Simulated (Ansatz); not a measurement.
The elements of this relaxed crystal are hidden behind letters.

```
lattice vectors (Å)
   4.0557    0.0000    0.0000
  -2.0278    3.5123    0.0000
   0.0000    0.0000    6.4875
fractional positions
X 0.6667 0.3333 0.4968
X 0.3333 0.6667 0.9968
Z 0.3333 0.6667 0.3782
Z 0.6667 0.3333 0.8782
```

Theory: DFT PBE, scalar-relativistic, plane waves, PAW in Ansatz. Plane waves to 420 eV, a 6×6×4 mesh through Γ for the 4-atom cell and 0.02 eV Gaussian smearing; no spin polarisation.

| Item | Value |
| --- | --- |
| Space group | P6_3mc (No. 186) |
| Conventional cell | a = 4.056 Å, c = 6.488 Å |
| Volume per atom | 23.10 Å³ |
| Density | 2.03 g/cm³ |
| Energy over the elements | −1.439 eV/atom |
| Gap on the 6×6×4 mesh of the 4-atom cell | 3.37 eV |

Energies are uncorrected and count from the elements' standard states at the same level.

Task: X is an s-block element of period 3 and Z is a p-block element of period 3. Which elements are they?

Result: X = Mg, Z = S, so the formula is MgS, here in the wurtzite type. Density times volume gives a mean mass of 2.03 × 23.10/1.6605 = 28.2 u per atom, and this set has 28.2 u. Among the elements that the hints allow, noble gases aside, only these give it. Mg is surrounded by 4 S at 2.46–2.47 Å; S has 4 Mg at 2.46–2.47 Å.

Kohn–Sham gaps at this level usually fall short of measured ones. A later test with randomly moved atoms came back to the same energy, though modes that don't fit the test's cell weren't probed.
